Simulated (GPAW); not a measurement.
Crystal: MgS (Niningerite).

```
CELL_PARAMETERS angstrom
0.00000 2.60165 2.60165
2.60165 0.00000 2.60165
2.60165 2.60165 0.00000
ATOMIC_POSITIONS crystal
S 0.50000 0.50000 0.50000
Mg 0.00000 0.00000 0.00000
```

Base run:

- Program: GPAW 26.7.0
- Functional: revPBE
- Potentials or basis: the program's PAW data sets (release 1.2.1) made for this functional
- Cutoff: 800 eV
- Basis: pw
- k mesh: 7 × 7 × 7
- Occupations: fermi-dirac, width 0.05 eV
- Spin: no spin polarisation

Its results: band gap on the k mesh 3.14 eV, indirect (least direct gap 3.85 eV); pressure 2.8 GPa.

The run is repeated on the same cell with these changes: k mesh from 7 × 7 × 7 to 9 × 9 × 9. What comes out?

Band gap on the k mesh 3.05 eV, indirect (least direct gap 3.85 eV); pressure 2.8 GPa.

Caveats: the mesh misses the band edges, which the band path finds closer together.

Not every run made on this cell is shown here.
